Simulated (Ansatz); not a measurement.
# SCF log, TiPbO3

The cell (5 atoms) is TiPbO3 as a measured crystal structure (space group Pm-3m). Source: COD entry 2107533; the sample's temperature and pressure aren't taken into account, and it need not be the stable phase.

All numbers below come from DFT, r2SCAN+U, PAW, plane waves, scalar-relativistic in Ansatz.

The input:

```yaml
crystal:
  lattice:
    - [3.9702, 0.0, 0.0]
    - [0.0, 3.9702, 0.0]
    - [0.0, 0.0, 3.9702]
  atoms:
    - { symbol: Pb, position: [0.0, 0.0, 0.0] }
    - { symbol: Ti, position: [0.5, 0.5, 0.5], spin: 1.0 }
    - { symbol: O, position: [0.0, 0.5, 0.5] }
    - { symbol: O, position: [0.5, 0.0, 0.5] }
    - { symbol: O, position: [0.5, 0.5, 0.0] }
magnetization:
  spin_polarized: true
hamiltonian:
  xc: r2scan
  pseudopotentials: { kind: paw }
  hubbard: { sites: [{ species: Ti, l: d, u_eff: 3.0 }] }
basis:
  ecutwfc: 500
kpoints:
  mp_grid: { grid: [5, 5, 5] }
scf:
  occupations: { method: fermi_dirac, width: 0.02 }
  lower_state_search: "off"
output:
  forces: true
  stress: true
```

Output (shortened):

```
Pb: projections on atomic orbitals take those of the free atom [Xe 4f14] 5d10 6s2 6p2, of charge +0.00 (hamiltonian.pseudopotentials.projection_atoms); the dataset's partial waves leave at most 2.1e-5 of an orbital's norm unspanned inside its sphere
Ti: projections on atomic orbitals take those of the free atom [Ne] 3s2 3p6 3d2 4s2, of charge +0.00 (hamiltonian.pseudopotentials.projection_atoms); the dataset's partial waves leave at most 4.1e-7 of an orbital's norm unspanned inside its sphere
O: projections on atomic orbitals take those of the free atom [He] 2s2 2p4, of charge +0.00 (hamiltonian.pseudopotentials.projection_atoms); the dataset's partial waves leave at most 1.9e-8 of an orbital's norm unspanned inside its sphere
Pseudopotentials: kind: paw
Pseudopotential: Pb, paw, valence charge 14, recommended cutoff 500 eV (meta_gga), Pb.paw.azcp
Pseudopotential: Ti, paw, valence charge 12, recommended cutoff 500 eV (meta_gga), Ti.paw.azcp
Pseudopotential: O, paw, valence charge 6, recommended cutoff 500 eV (meta_gga), O.paw.azcp
Functional definition: r2SCAN
Crystal: 5 atoms, lattice volume = 62.580 Å³
Basis set: ecut = 500 eV, 1575 PW (Γ), exchange–correlation on 120×120×120 points (64 copies of the dense FFT grid, shifted against one another)
Bands: 28, of which v1, the nominal top of the filled ones, is band 22 counted from 1 (21 counted from 0)
Symmetry: 48 space group operations
Space group: Pm-3m (ITA 221), of the structure as read, at distance tolerance 4.0e-5 Å
Magnetic group: BNS 221.92 (UNI 1594), of the structure as read, at distance tolerance 4.0e-5 Å
k-points: 10 of 125
Non-local potential: Pb, projectors of the file, l = 0: 2, l = 1: 2, l = 2: 2, l = 3: 2
Non-local potential: Ti, projectors of the file, l = 0: 3, l = 1: 2, l = 2: 3, l = 3: 1
Non-local potential: O, projectors of the file, l = 0: 2, l = 1: 2, l = 2: 1
PAW frozen core: Pb, regenerated for the run's functional (the file was generated under x = pbe(κ = 0.804, μ = 0.2195149727645171), c = pbe(β = 0.06672455060314922))
PAW frozen core: Ti, regenerated for the run's functional (the file was generated under x = pbe(κ = 0.804, μ = 0.2195149727645171), c = pbe(β = 0.06672455060314922))
PAW frozen core: O, regenerated for the run's functional (the file was generated under x = pbe(κ = 0.804, μ = 0.2195149727645171), c = pbe(β = 0.06672455060314922))
Initial density: superposition of atomic densities (chi_scale 0.1, normalization cell, long waves kept (reshape's long-wave potential 0.00 eV rms))
Starting moments: Σ|m| = 1 μB on 1 of 5 sites
Initial wavefunctions: pseudopotential atomic-orbital guess
Functional: x = r2scan, c = r2scan; τ floored in thin density (d = 2e-4 eV/Å³)
SCF iter   1: F=-16131.167238 eV  HF=-16133.381233 eV  |F-HF|=2.21e0  |Δ(HF+E_count)|=         —  Δρ=4.99e-2 (↑4.99e-2 ↓4.56e-2)  dr2=4.27e0  dr2_τ=1.61e-1  dr2_m=4.95e-1  M=0.000 μB ∫|m|=0.418 μB  β_m=0.30  ethr=3.10e-3  ⟨swp⟩=6.8  Hψ=2679  notcnv=0
preconditioner: auto → Resta (q_TF=auto, 2.573 Å⁻¹)  ε∞=5.2  [insulator: Δε(μ)=1.866 eV  Ē_g=13.667 eV  σ=0.020 eV  W_gap=1.00  n_scr=18 (ndim 8)  ℏωp=28.2 eV  f_vac=0.000  D(μ)=0.00/eV (n_scr^D=0)  ε∞_Penn≈5.2]
spin=Collinear: Resta preconditioning applied to the charge; magnetization (m = ρ↑ − ρ↓) channel mixes plain (no charge-response kernel on spin).
SCF iter   2: F=-16132.826240 eV  HF=-16133.096502 eV  |F-HF|=2.70e-1  |Δ(HF+E_count)|=   2.85e-1  Δρ=3.02e-2 (↑2.77e-2 ↓3.02e-2)  dr2=1.25e0  dr2_τ=2.33e-2  dr2_m=2.40e-1  M=0.000 μB ∫|m|=0.431 μB  β_m=0.30  ethr=3.10e-3  ⟨swp⟩=2.4  Hψ=1211  notcnv=0  defer=28  κ⁻¹=1.0e0(r=1)
SCF iter   3: F=-16133.106447 eV  HF=-16133.133887 eV  |F-HF|=2.74e-2  |Δ(HF+E_count)|=   3.74e-2  Δρ=2.20e-2 (↑1.89e-2 ↓2.20e-2)  dr2=4.56e-1  dr2_τ=1.05e-2  dr2_m=1.33e-1  M=0.000 μB ∫|m|=0.374 μB  β_m=0.30  ethr=2.85e-3  ⟨swp⟩=2.4  Hψ=937  notcnv=0  defer=28  κ⁻¹=2.9e-2(r=2)
SCF iter   4: F=-16133.223789 eV  HF=-16133.175048 eV  |F-HF|=4.87e-2  |Δ(HF+E_count)|=   4.12e-2  Δρ=1.53e-2 (↑1.53e-2 ↓9.84e-3)  dr2=2.93e-2  dr2_τ=2.90e-3  dr2_m=8.62e-2  M=0.000 μB ∫|m|=0.280 μB  β_m=0.30  ethr=1.04e-3  ⟨swp⟩=3.0  Hψ=1169  notcnv=0  defer=31  κ⁻¹=1.3e-4(r=3)
SCF iter   5: F=-16133.230188 eV  HF=-16133.210227 eV  |F-HF|=2.00e-2  |Δ(HF+E_count)|=   3.52e-2  Δρ=1.10e-2 (↑8.04e-3 ↓1.10e-2)  dr2=2.05e-2  dr2_τ=1.42e-3  dr2_m=4.77e-2  M=0.000 μB ∫|m|=0.248 μB  β_m=0.30  ethr=6.66e-5  ⟨swp⟩=3.1  Hψ=1257  notcnv=0  defer=31  κ⁻¹=1.2e-4(r=4)
SCF iter   6: F=-16133.244560 eV  HF=-16133.227093 eV  |F-HF|=1.75e-2  |Δ(HF+E_count)|=   1.69e-2  Δρ=8.29e-3 (↑6.10e-3 ↓8.29e-3)  dr2=4.39e-3  dr2_τ=6.07e-4  dr2_m=2.93e-2  M=0.000 μB ∫|m|=0.207 μB  β_m=0.30  ethr=4.65e-5  ⟨swp⟩=2.5  Hψ=940  notcnv=0  defer=31  κ⁻¹=1.1e-5(r=5)
SCF iter   7: F=-16133.250619 eV  HF=-16133.237641 eV  |F-HF|=1.30e-2  |Δ(HF+E_count)|=   1.05e-2  Δρ=5.84e-3 (↑5.50e-3 ↓5.84e-3)  dr2=1.65e-4  dr2_τ=3.51e-4  dr2_m=1.84e-2  M=0.000 μB ∫|m|=0.173 μB  β_m=0.30  ethr=9.97e-6  ⟨swp⟩=2.2  Hψ=1028  notcnv=0  defer=31  κ⁻¹=5.4e-7(r=6)
SCF iter   8: F=-16133.252728 eV  HF=-16133.244579 eV  |F-HF|=8.15e-3  |Δ(HF+E_count)|=   6.94e-3  Δρ=4.50e-3 (↑4.47e-3 ↓4.50e-3)  dr2=3.30e-5  dr2_τ=2.05e-4  dr2_m=1.15e-2  M=0.000 μB ∫|m|=0.147 μB  β_m=0.30  ethr=3.74e-7  ⟨swp⟩=2.2  Hψ=1053  notcnv=0  defer=31
Mixer restart at iter 8: flushing history
spin-set hold released at iteration 8 (site moments contracting): the magnetisation degrees of freedom join the quasi-Newton model from the next iteration; the mixer history was flushed
SCF iter   9: F=-16133.254098 eV  HF=-16133.248929 eV  |F-HF|=5.17e-3  |Δ(HF+E_count)|=   4.35e-3  Δρ=3.60e-3 (↑3.60e-3 ↓3.57e-3)  dr2=2.18e-5  dr2_τ=1.28e-4  dr2_m=7.36e-3  M=0.000 μB ∫|m|=0.124 μB  β_m=0.30  ethr=7.50e-8  ⟨swp⟩=2.5  Hψ=1036  notcnv=0  defer=31  κ⁻¹=1.0e0(r=1)
SCF iter  10: F=-16133.256884 eV  HF=-16133.256561 eV  |F-HF|=3.23e-4  |Δ(HF+E_count)|=   7.63e-3  Δρ=9.86e-4 (↑9.62e-4 ↓9.86e-4)  dr2=1.06e-5  dr2_τ=1.22e-5  dr2_m=5.37e-4  M=0.000 μB ∫|m|=0.040 μB  β_m=0.30  ethr=4.95e-8  ⟨swp⟩=3.8  Hψ=1482  notcnv=0  defer=31  κ⁻¹=8.0e-4(r=2)
SCF iter  11: F=-16133.257057 eV  HF=-16133.256966 eV  |F-HF|=9.09e-5  |Δ(HF+E_count)|=   4.05e-4  Δρ=5.12e-4 (↑5.12e-4 ↓5.09e-4)  dr2=1.03e-6  dr2_τ=4.56e-6  dr2_m=1.49e-4  M=0.000 μB ∫|m|=0.022 μB  β_m=0.30  ethr=2.41e-8  ⟨swp⟩=3.2  Hψ=1152  notcnv=0  defer=31  κ⁻¹=4.9e-4(r=3)
SCF iter  12: F=-16133.257125 eV  HF=-16133.257119 eV  |F-HF|=6.00e-6  |Δ(HF+E_count)|=   1.52e-4  Δρ=9.07e-5 (↑8.59e-5 ↓9.07e-5)  dr2=1.56e-6  dr2_τ=1.47e-7  dr2_m=3.00e-6  M=0.000 μB ∫|m|=0.003 μB  β_m=0.30  ethr=2.34e-9  ⟨swp⟩=4.0  Hψ=1419  notcnv=0  defer=31  κ⁻¹=3.5e-4(r=4)
SCF iter  13: F=-16133.257126 eV  HF=-16133.257123 eV  |F-HF|=2.94e-6  |Δ(HF+E_count)|=   4.33e-6  Δρ=6.14e-5 (↑5.72e-5 ↓6.14e-5)  dr2=7.98e-7  dr2_τ=5.90e-8  dr2_m=1.27e-6  M=0.000 μB ∫|m|=0.002 μB  β_m=0.30  ethr=2.34e-9  ⟨swp⟩=2.0  Hψ=890  notcnv=0  defer=31  κ⁻¹=4.5e-5(r=5)
iter 14 did not close the SCF: its close was put off for a magnetic moment that had not settled (scf_convergence_deferred on its scf_iter line)
SCF iter  14: F=-16133.257127 eV  HF=-16133.257127 eV  |F-HF|=2.65e-8  |Δ(HF+E_count)|=   3.75e-6  Δρ=7.92e-6 (↑7.92e-6 ↓6.78e-6)  dr2=2.97e-8  dr2_τ=1.31e-9  dr2_m=2.45e-8  M=0.000 μB ∫|m|=0.000 μB  β_m=0.30  ethr=2.27e-10  ⟨swp⟩=3.7  Hψ=2325  notcnv=0  κ⁻¹=3.4e-7(r=6)
iter 15 did not close the SCF: its close was put off for a magnetic moment that had not settled (scf_convergence_deferred on its scf_iter line)
SCF iter  15: F=-16133.257127 eV  HF=-16133.257127 eV  |F-HF|=8.41e-9  |Δ(HF+E_count)|=   5.17e-8  Δρ=3.23e-6 (↑3.23e-6 ↓2.04e-6)  dr2=1.97e-9  dr2_τ=1.80e-10  dr2_m=3.26e-9  M=0.000 μB ∫|m|=0.000 μB  β_m=0.30  ethr=6.75e-11  ⟨swp⟩=2.5  Hψ=1907  notcnv=0  κ⁻¹=5.4e-8(r=7)
iter 16 did not close the SCF: its close was put off for a magnetic moment that had not settled (scf_convergence_deferred on its scf_iter line)
SCF iter  16: F=-16133.257127 eV  HF=-16133.257127 eV  |F-HF|=1.79e-9  |Δ(HF+E_count)|=   8.57e-9  Δρ=1.92e-6 (↑1.92e-6 ↓1.20e-6)  dr2=9.27e-10  dr2_τ=6.07e-11  dr2_m=9.96e-10  M=0.000 μB ∫|m|=0.000 μB  β_m=0.30  ethr=4.49e-12  ⟨swp⟩=1.0  Hψ=1600  notcnv=0  κ⁻¹=4.6e-8(r=8)
SCF iter  17: F=-16133.257127 eV  HF=-16133.257127 eV  |F-HF|=1.09e-11  |Δ(HF+E_count)|=   2.60e-9  Δρ=4.46e-7 (↑4.46e-7 ↓2.46e-7)  dr2=6.32e-11  dr2_τ=2.84e-12  dr2_m=4.20e-11  M=0.000 μB ∫|m|=0.000 μB  ethr=2.11e-12  ⟨swp⟩=1.0  Hψ=1604  notcnv=0
WARN: the starting moments were not kept: the SCF closed with an absolute magnetisation of 6.6e-6 μB, where they sum to 1 μB in size (1 site). That is at most 0.1 of that sum. Measured as dr2_m measures the in/out step, that magnetisation stands 9.5e-12 eV from none, at or under the dr2_threshold of 1.0e-7 eV: it is no larger than a step whose dr2_m would equal this threshold. The system may hold no moment; this SCF shows only that its start led to no more than that. [...]
SCF 1 converged in 17 iterations: F = -16133.257127 eV  dr2 = 6.32e-11
  greatest PAW one-centre occupation: 1.000 electrons in one spin orbital (limit 2), on the Ti atom at site 1 (counted from 0), in its partial waves of l = 0
this state was not tested for a lower state beside it, because the mixer in use, unlike msr1, does not test its closes by its own steps (another_mixer; see scf.mixing.algorithm and scf.lower_state_search)
SCF converged after 17 iterations
Magnetization: 0.0000 μB (22.0000 up, 22.0000 down)
Absolute magnetization: 0.0000 μB (∫|ρ↑−ρ↓|, with the PAW one-centre terms)
Spin contamination: 0.0000 ħ² per cell (⟨S²⟩ above its minimum at these occupations)
Per-site moments (μB) at R_I (Å): [(3.2701e-7, 1.1580), (-6.1242e-7, 0.8188), (-4.2368e-7, 0.8188), (-4.2368e-7, 0.8188), (-4.2368e-7, 0.8188)]
Free energy (F): -16133.257127 eV
Harris-Foulkes:  -16133.257127 eV  (|F-HF|=1.09e-11)
Internal energy: -16133.257127 eV  (E = F + TS)
E sigma→0 (E₀):  -16133.257127 eV
Fermi energy:    11.285186 eV
--- Per-component energies (eV) ---
  E_band       = -207.857650
  E_kinetic    = 1085.063071
  E_local      = -2587.655510  (includes V_loc(G=0)·N_el)
  E_nonlocal   = 492.972586
  E_hartree    = 989.262597
  E_xc         = -525.249314
  E_vxc        = -599.315790  (∫ρ·V_xc dr)
  E_hubbard    = 2.413250  (on-site DFT+U / exact-exchange correction)
  E_vhub       = 1.705756  (the Hubbard potential's part of the band-sum identity)
  E_paw        = -11961.179758  (= ΣΔE_a)
  E_vpaw       = -619.002490  (= ΣTr[D̂ρ^β])
  E_aug_tail   = 0.003265  (compensation charges beyond the density's cutoff)
  E_vtau       = 39.846530  (kinetic-family band-sum trace: ∫τ·v_τ [+ j·A + Jᵃ·Aᵃ] dr)
  E_ewald      = -3629.503535
  E_core_change = 0.616223  (= ΣΔE_core)
  E_smearing   = -0.000000  (= −TS)
  E_closure    = -0.000000  (closes the sum)
  Σ components = -16133.257127   (vs F -16133.257127, Δ=0.00e0)
--- Forces (eV/Å), atoms counted from 1 ---
  atom   1  Pb    -0.00000000    -0.00000000     0.00000000
  atom   2  Ti     0.00000000    -0.00000000     0.00000000
  atom   3  O      0.00000000    -0.00000000    -0.00000000
  atom   4  O      0.00000000    -0.00000000     0.00000000
  atom   5  O      0.00000000    -0.00000000     0.00000000
  max |Σ_I F_I| component: 1.20e-28 eV/Å
--- Stress (GPa, compression-positive) ---
       -3.844408       0.000000       0.000000
        0.000000      -3.844408       0.000000
        0.000000       0.000000      -3.844408
  P = ⅓ Tr σ = -3.8444 GPa (-38.444 kbar)
```

A static U favours moments and orbital order; the result depends on U and need not be the measured state. For a metal this mesh leaves errors of several meV/atom. The program warns that the starting moments weren't kept.

The run took 7.5 s on 2 threads of Arm Neoverse V2, on a shared host, peak memory 0.5 GiB.
